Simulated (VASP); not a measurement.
# GaP (F-43m) in VASP: further runs

One crystal, GaP, is run at these levels: LDA; tasks: single point.

Program: VASP 6.6.1. These are calculated values, not measurements. Logs are shortened: lines on timing, memory, paths and dates and some standing lists are left out, and cuts for length are marked.

**1. The undisturbed crystal**

The structure is cubic, space group F-43m (No. 216). Conventional cell: a = 5.451 Å, b = 5.451 Å, c = 5.451 Å, α = 90.00°, β = 90.00°, γ = 90.00°. Around Ga (site symmetry -43m) lie 4 P at 2.36 Å. P (site symmetry -43m) is surrounded by 4 Ga at 2.36 Å.

**2. Single point, LDA (grid = ENCUT=340 dk=0.45 cell=2x2x1 ISMEAR=0 SIGMA=0.05 LREAL=Auto EDIFF=1e-06)**

INCAR

```
SYSTEM = GaP
PREC = Accurate
ENCUT = 340
EDIFF = 1E-6
ISMEAR = 0
SIGMA = 0.05
LREAL = Auto
LASPH = .TRUE.
NELM = 120
ALGO = Fast
ISIF = 2
LWAVE = .FALSE.
LCHARG = .FALSE.
GGA = CA
NBANDS = 44
```

KPOINTS

```
regular mesh
0
G
  5 5 5
  0 0 0
```

POSCAR

```
GaP
1.0
    0.0000000000      5.4505000000      5.4505000000
    5.4505000000      0.0000000000      5.4505000000
    2.7252500000      2.7252500000      0.0000000000
P Ga
4 4
Direct
    0.0000000000      0.0000000000      0.0000000000
    0.3750000000      0.3750000000      0.7500000000
    0.3750000000      0.8750000000      0.7500000000
    0.8750000000      0.8750000000      0.7500000000
    0.0000000000      0.5000000000      0.0000000000
    0.5000000000      0.0000000000      0.0000000000
    0.5000000000      0.5000000000      0.0000000000
    0.8750000000      0.3750000000      0.7500000000
```

Potentials or basis: VASP PAW LDA potentials, release 64 (P, Ga_d).

Command:

```bash
$ cat potpaw_LDA.64/P/POTCAR potpaw_LDA.64/Ga_d/POTCAR > POTCAR
$ mpirun -np 1 vasp_std > vasp.out
```

OUTCAR:

```text
SYSTEM = GaP
   PREC = Accurate
   ENCUT = 340
   EDIFF = 1E-6
   ISMEAR = 0
   LREAL = Auto
   LASPH = .TRUE.
   NELM = 120
   ISIF = 2
   GGA = CA

 Found     39 irreducible k-points:

 Following reciprocal coordinates:
            Coordinates               Weight
  0.000000  0.000000  0.000000      1.000000
  0.200000  0.000000  0.000000      2.000000
  0.000000 -0.200000  0.000000      2.000000
  0.400000  0.000000  0.000000      2.000000
  0.000000 -0.400000  0.000000      2.000000
  0.200000  0.200000  0.000000      2.000000
   k-points           NKPTS =     39   k-points in BZ     NKDIM =     39   number of bands    NBANDS=     44
   number of dos      NEDOS =    301   number of ions     NIONS =      8
   total plane-waves  NPLWV =  55296
   dimension x,y,z NGX =    48 NGY =   48 NGZ =   24
   dimension x,y,z NGXF=    96 NGYF=   96 NGZF=   48
   ions per type =               4   4
   NGX,Y,Z   is equivalent  to a cutoff of  10.35, 10.35, 10.35 a.u.
   NGXF,Y,Z  is equivalent  to a cutoff of  20.70, 20.70, 20.70 a.u.
 SYSTEM =  GaP
   PREC   = accura    normal or accurate (medium, high low for compatibility)
   ISTART =      0    job   : 0-new  1-cont  2-samecut
   ICHARG =      2    charge: 1-file 2-atom 10-const
   ISPIN  =      1    spin polarized calculation?
   LNONCOLLINEAR =      F non collinear calculations
   LSORBIT =      F    spin-orbit coupling
   LASPH  =      T    aspherical Exc in radial PAW
   ENCUT  =  340.0 eV  24.99 Ry    5.00 a.u.  11.59 11.59  5.79*2*pi/ulx,y,z
   NELM   =    120;   NELMIN=  2; NELMDL= -5     # of ELM steps
   EDIFF  = 0.1E-05   stopping-criterion for ELM
   LREAL  =      T    real-space projection
   EDIFFG = 0.1E-04   stopping-criterion for IOM
   NSW    =      0    number of steps for IOM
   IBRION =     -1    ionic relax: 0-MD 1-quasi-New 2-CG
   NFREE  =      0    steps in history (QN), initial steepest desc. (CG)
   ISIF   =      2    stress and relaxation
   ISYM   =      2    0-nonsym 1-usesym 2-fastsym
   POTIM  = 0.5000    time-step for ionic-motion
   TEBEG  =    0.0;   TEEND  =   0.0 temperature during run
   PSTRESS=    0.0 pullay stress
   NELECT =      72.0000    total number of electrons
   NUPDOWN=      -1.0000    fix difference up-down
   EMIN   =  10.00;   EMAX   =-10.00  energy-range for DOS
   EFERMI =   0.00;   METHOD = LEGACY
   ISMEAR =     0;   SIGMA  =   0.05  broadening in eV -4-tet -1-fermi 0-gaus
   EFERMI_NEDOS =   21; number of points for ismear=-14 and -15
   IALGO  =     68    algorithm
   IMIX   =      4    mixing-type and parameters
     AMIX     =   0.40;   BMIX     =  1.00
     AMIX_MAG =   1.60;   BMIX_MAG =  1.00
  volume/ion in A,a.u.               =      20.24       136.59
  Fermi-wavevector in a.u.,A,eV,Ry     =   1.249538  2.361284 21.243377  1.561344
  Thomas-Fermi vector in A             =   2.383574
   LORBIT       =      0    0 simple, 1 ext, 2 COOP (PROOUT), +10 PAW based schemes
   GGA     = CA    functional components
   LHFCALC =     F    Hartree Fock is set to
   AEXX    =    0.0000 exact exchange contribution
   IVDW    =     0    specifies the selected vdW correction
   LEPSILON=     F    determine dielectric tensor
   LRPA    =     F    only Hartree local field effects (RPA)
 non-spin polarized calculation
 RMM-DIIS sequential band-by-band and
 Gauss-broadening in eV      SIGMA  =   0.05
  energy-cutoff  :      340.00
  volume of cell :      161.92
 maximum number of plane-waves:      2322
 NGX is ok and might be reduce to    48
   NGX = 23   NGY = 23   NGZ = 11

 number of electron      71.9999931 magnetization

 Free energy of the ion-electron system (eV)
  ---------------------------------------------------
  ext. energy  EPLUGINS =         0.00000000
  ---------------------------------------------------
  free energy    TOTEN  =       -39.15099293 eV

  energy without entropy =      -39.14795871  energy(sigma->0) =      -39.14947582

 E-fermi :   5.0673     XC(G=0): -10.1917

 val. band max:        5.0506046934   @ k =   0.0000   0.0000   0.2000
 cond. band min:       5.0755483574   @ k =   0.0000   0.4000  -0.4000
 fundamental gap:      0.0249436639
 Fermi energy:         5.0673343847

 k-point     1 :       0.0000    0.0000    0.0000
  band No.  band energies     occupation
      1     -10.5818      2.00000
      2     -10.5362      2.00000
      3     -10.5063      2.00000
      4     -10.4431      2.00000
      5     -10.4330      2.00000
      6      -9.9155      2.00000
[... 36 lines left out ...]
     43       7.7389      0.00000
     44       9.0383      0.00000

 k-point     2 :       0.2000    0.0000    0.0000
  band No.  band energies     occupation
      1     -10.5840      2.00000
      2     -10.5339      2.00000
      3     -10.5063      2.00000
      4     -10.4431      2.00000
      5     -10.4330      2.00000
      6      -9.9165      2.00000
[... 36 lines left out ...]
     43       7.9720      0.00000
     44       8.9040      0.00000

 k-point     3 :       0.0000   -0.2000    0.0000
  band No.  band energies     occupation
      1     -10.5814      2.00000
      2     -10.5361      2.00000
      3     -10.5062      2.00000
      4     -10.4429      2.00000
      5     -10.4329      2.00000
      6      -9.9154      2.00000
[... 36 lines left out ...]
     43       8.4449      0.00000
     44       8.7557      0.00000

 k-point     4 :       0.4000    0.0000    0.0000
  band No.  band energies     occupation
      1     -10.5871      2.00000
      2     -10.5307      2.00000
      3     -10.5063      2.00000
      4     -10.4430      2.00000
      5     -10.4330      2.00000
      6      -9.9194      2.00000
[... 36 lines left out ...]
     43       8.7500      0.00000
     44       9.2834      0.00000

 k-point     5 :       0.0000   -0.4000    0.0000
  band No.  band energies     occupation
      1     -10.5808      2.00000
      2     -10.5359      2.00000
      3     -10.5060      2.00000
      4     -10.4426      2.00000
      5     -10.4327      2.00000
      6      -9.9155      2.00000
[... 36 lines left out ...]
     43       8.6523      0.00000
     44       9.4795      0.00000

 k-point     6 :       0.2000    0.2000    0.0000
  band No.  band energies     occupation
      1     -10.5841      2.00000
      2     -10.5336      2.00000
      3     -10.5062      2.00000
      4     -10.4431      2.00000
      5     -10.4329      2.00000
      6      -9.9164      2.00000
[... 36 lines left out ...]
     43       8.2824      0.00000
     44       8.9030      0.00000

 [... further k-points ...]
[... 5 lines left out ...]
  --------------------------------------------------------------------------------------
  -------------------------------------------------------------------------------------
  Total       -1.6786556     -1.6786556     -1.1743636     -0.2482485      0.3175942     -0.3175943
  in kB      -16.6097518    -16.6097518    -11.6199466     -2.4563387      3.1424920     -3.1424923
  external PRESSURE =     -14.9464834 kB  Pullay stress =       0.0000000 kB

 VOLUME and BASIS-vectors are now :
 -----------------------------------------------------------------------------
  energy-cutoff  :      340.00
  volume of cell :      161.92
      direct lattice vectors                 reciprocal lattice vectors
     0.000000000  5.450500000  5.450500000    -0.091734703  0.091734703  0.091734703
     5.450500000  0.000000000  5.450500000     0.091734703 -0.091734703  0.091734703
     2.725250000  2.725250000  0.000000000     0.183469406  0.183469406 -0.183469406

 POSITION                                       TOTAL-FORCE (eV/Angst)
 -----------------------------------------------------------------------------------
      0.00000      0.00000      0.00000         0.076410     -0.076410     -0.152702
      4.08788      4.08788      4.08788         0.207934     -0.207934      0.040738
      6.81313      4.08788      6.81313         0.090212     -0.090212     -0.678100
      6.81313      6.81313      9.53838        -0.427241      0.427241      0.709839
      2.72525      0.00000      2.72525        -0.373997      0.373997      0.499856
      0.00000      2.72525      2.72525         0.551822     -0.551822      0.342519
      2.72525      2.72525      5.45050        -0.084074      0.084074     -0.541643
      4.08788      6.81313      6.81313        -0.041064      0.041064     -0.220508
 -----------------------------------------------------------------------------------
    total drift:                                0.000165     -0.000165     -0.000118

  FREE ENERGIE OF THE ION-ELECTRON SYSTEM (eV)
  ---------------------------------------------------
  free  energy   TOTEN  =       -39.1509929324 eV

  energy  without entropy=      -39.1479587105  energy(sigma->0) =      -39.14947582
```

stdout:

```text
POSCAR found type information on POSCAR P Ga
 POSCAR found :  2 types and       8 ions
 scaLAPACK will be used
 -----------------------------------------------------------------------------
|                                                                             |
|                                                                             |
|     You have a (more or less) 'small supercell' and for smaller cells       |
|     it is recommended to use the reciprocal-space projection scheme!        |
|     The real-space optimization is not efficient for small cells and it     |
|     is also less accurate ...                                               |
|     Therefore, set LREAL=.FALSE. in the INCAR file.                         |
|                                                                             |
 -----------------------------------------------------------------------------

 LDA part: xc-table for (Slater(with rela. corr.)+CA(PZ))
 , standard interpolation
 POSCAR, INCAR and KPOINTS ok, starting setup
 FFT: planning ... GRIDC
 FFT: planning ... GRID_SOFT
 FFT: planning ... GRID
 WAVECAR not read
 entering main loop
```

Wall time 2.9 min (1 thread of Intel Xeon 6975P-C (Granite Rapids), shared host); peak memory 0.23 GiB.

The run converged, but some of its settings lie outside the range that counts as converged, so its numbers aren't taken as properties of the crystal.

Results:

```yaml
Free_energy: -39.1510 eV
Pressure: -1.5 GPa
Largest_force: 0.932 eV/Å
Band_gap_on_the_k_mesh: none (metal or under the smearing width)
```

Caveat: the k mesh is coarse (spacing up to 0.40 Å⁻¹), so the values aren't converged; the cutoff is under 1.25 times the usual one of these potentials, so pressure, stress and relaxed cells hold a basis-set (Pulay) error.

**3. Single point, LDA (grid = ENCUT=400 dk=0.45 cell=2x2x1 ISMEAR=0 SIGMA=0.05 LREAL=Auto EDIFF=1e-06)**

Edit INCAR of step 2 so:

```diff
@@ -2,3 +2,3 @@
 PREC = Accurate
-ENCUT = 340
+ENCUT = 400
 EDIFF = 1E-6
```

KPOINTS is that of step 2.

POSCAR is that of step 2.

Potentials or basis: VASP PAW LDA potentials, release 64 (P, Ga_d).

Command:

```bash
$ cat potpaw_LDA.64/P/POTCAR potpaw_LDA.64/Ga_d/POTCAR > POTCAR
$ mpirun -np 1 vasp_std > vasp.out
```

OUTCAR:

```text
SYSTEM = GaP
   PREC = Accurate
   ENCUT = 400
   EDIFF = 1E-6
   ISMEAR = 0
   LREAL = Auto
   LASPH = .TRUE.
   NELM = 120
   ISIF = 2
   GGA = CA

 Found     39 irreducible k-points:

 Following reciprocal coordinates:
            Coordinates               Weight
  0.000000  0.000000  0.000000      1.000000
  0.200000  0.000000  0.000000      2.000000
  0.000000 -0.200000  0.000000      2.000000
  0.400000  0.000000  0.000000      2.000000
  0.000000 -0.400000  0.000000      2.000000
  0.200000  0.200000  0.000000      2.000000
   k-points           NKPTS =     39   k-points in BZ     NKDIM =     39   number of bands    NBANDS=     44
   number of dos      NEDOS =    301   number of ions     NIONS =      8
   total plane-waves  NPLWV =  70000
   dimension x,y,z NGX =    50 NGY =   50 NGZ =   28
   dimension x,y,z NGXF=   100 NGYF=  100 NGZF=   56
   ions per type =               4   4
   NGX,Y,Z   is equivalent  to a cutoff of  10.78, 10.78, 12.08 a.u.
   NGXF,Y,Z  is equivalent  to a cutoff of  21.57, 21.57, 24.16 a.u.
 SYSTEM =  GaP
   PREC   = accura    normal or accurate (medium, high low for compatibility)
   ISTART =      0    job   : 0-new  1-cont  2-samecut
[... 67 lines left out ...]
      1     -10.5923      2.00000
      2     -10.5466      2.00000
      3     -10.5169      2.00000
      4     -10.4538      2.00000
      5     -10.4437      2.00000
      6      -9.9256      2.00000
[... 271 lines left out ...]
     43       8.3163      0.00000
     44       8.8519      0.00000

 [... further k-points ...]

------------------------ aborting loop because EDIFF is reached ----------------------------------------

  FORCE on cell =-STRESS in cart. coord.  units (eV):
  Direction    XX          YY          ZZ          XY          YZ          ZX
  --------------------------------------------------------------------------------------
  -------------------------------------------------------------------------------------
  Total       -1.7682236     -1.7682236     -1.2594803     -0.2542310      0.3164418     -0.3164418
  in kB      -17.4959986    -17.4959986    -12.4621491     -2.5155329      3.1310888     -3.1310887
  external PRESSURE =     -15.8180488 kB  Pullay stress =       0.0000000 kB

 VOLUME and BASIS-vectors are now :
 -----------------------------------------------------------------------------
  energy-cutoff  :      400.00
  volume of cell :      161.92
      direct lattice vectors                 reciprocal lattice vectors
     0.000000000  5.450500000  5.450500000    -0.091734703  0.091734703  0.091734703
     5.450500000  0.000000000  5.450500000     0.091734703 -0.091734703  0.091734703
     2.725250000  2.725250000  0.000000000     0.183469406  0.183469406 -0.183469406

 POSITION                                       TOTAL-FORCE (eV/Angst)
 -----------------------------------------------------------------------------------
      0.00000      0.00000      0.00000         0.075417     -0.075417     -0.153445
      4.08788      4.08788      4.08788         0.207883     -0.207883      0.040952
      6.81313      4.08788      6.81313         0.091182     -0.091182     -0.678706
      6.81313      6.81313      9.53838        -0.427158      0.427158      0.711905
      2.72525      0.00000      2.72525        -0.373913      0.373913      0.500440
      0.00000      2.72525      2.72525         0.551746     -0.551746      0.342071
      2.72525      2.72525      5.45050        -0.083630      0.083630     -0.542438
      4.08788      6.81313      6.81313        -0.041528      0.041528     -0.220779
 -----------------------------------------------------------------------------------
    total drift:                                0.000031     -0.000039     -0.001622

  FREE ENERGIE OF THE ION-ELECTRON SYSTEM (eV)
  ---------------------------------------------------
  free  energy   TOTEN  =       -39.1492331325 eV

  energy  without entropy=      -39.1461937263  energy(sigma->0) =      -39.14771343
```

Run time: 4.1 min. Hardware: 1 thread of Intel Xeon 6975P-C (Granite Rapids), shared host; peak memory 0.25 GiB.

The run converged, but some of its settings lie outside the range that counts as converged, so its numbers aren't taken as properties of the crystal.

What came out:

```yaml
Free_energy: -39.1492 eV
Pressure: -1.6 GPa
Largest_force: 0.934 eV/Å
Band_gap_on_the_k_mesh: none (metal or under the smearing width)
```

Caveat: the k mesh is coarse (spacing up to 0.40 Å⁻¹), so the values aren't converged.

**4. Single point, LDA (grid = ENCUT=460 dk=0.45 cell=2x2x1 ISMEAR=0 SIGMA=0.05 LREAL=Auto EDIFF=1e-06)**

Edit INCAR of step 3 so:

```diff
@@ -2,3 +2,3 @@
 PREC = Accurate
-ENCUT = 400
+ENCUT = 460
 EDIFF = 1E-6
```

KPOINTS is that of step 3.

POSCAR is that of step 3.

Command:

```bash
$ cat potpaw_LDA.64/P/POTCAR potpaw_LDA.64/Ga_d/POTCAR > POTCAR
$ mpirun -np 1 vasp_std > vasp.out
```

Wall time 6.5 min (1 thread of Intel Xeon 6975P-C (Granite Rapids), shared host); peak memory 0.28 GiB.

These settings aren't checked as converged: the numbers below hold their error.

Results:

```
Free energy            : -39.1510 eV
Pressure               : -1.4 GPa
Largest force          : 0.935 eV/Å
Band gap on the k mesh : none (metal or under the smearing width)
```

Caveat: the k mesh is coarse (spacing up to 0.40 Å⁻¹), so the values aren't converged.

**5. For comparison**

An earlier run on the cell as given: functional PBE; potentials or basis VASP PAW PBE potentials, release 64 (Ga_d, P); cutoff 520 eV; k mesh 8 × 8 × 8; occupations fermi-dirac, width 0.05 eV; no spin polarisation.

- Pressure: 2.5 GPa
- Band gap on the k mesh: 1.64 eV, indirect (least direct gap 1.83 eV)
